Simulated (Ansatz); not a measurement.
# Stiffness of Sr from strained cells

```yaml
crystal:
  lattice:
    - [-2.42500, 2.42500, 2.42500]
    - [2.42500, -2.42500, 2.42500]
    - [2.42500, 2.42500, -2.42500]
  atoms:
    - { symbol: Sr, position: [0.00000, 0.00000, 0.00000] }
```

The structure is an experimental refinement, used without relaxation. It was measured hot, at 887 K.

Theory: Ansatz 0.2.0, DFT, PBE, all-electron LAPW, scalar-relativistic.

Sampling and basis: a Γ-centred 12×12×12 k mesh, Fermi–Dirac smearing of 0.05 eV, basis error target 0.25 meV/atom, no spin polarisation.

The unstrained cell is at -0.59 GPa. Large strains and very small stresses are left out. Each strain is applied once, with fractional coordinates held (clamped ions), and σ below is the change of stress, positive in tension. One finite strain gives stress–strain coefficients at this pressure with an error of the order of the strain times third-order constants, a few per cent for each per cent of strain. In a metal the k mesh adds noise of tens of per cent to soft shears.

(1) Estimate the stiffness probed by this change, and the stress that it gives: x and y strained by +1.5 %, z held.

(2) What do those two numbers (x and y strained by +1.5 %, z held) give for C11, and is the cell stable to tetragonal shear?

Answers

(1) σxx = 0.26 GPa, σzz = 0.25 GPa and εxx = εyy = 0.0150, so C12 = σzz/(2εxx) = 8 GPa and C11 + C12 = σxx/εxx = 17 GPa.

(2) C11 = 17 − 8 = 9 GPa and C11 − C12 = 1 GPa: too near zero for one strain to settle the sign.
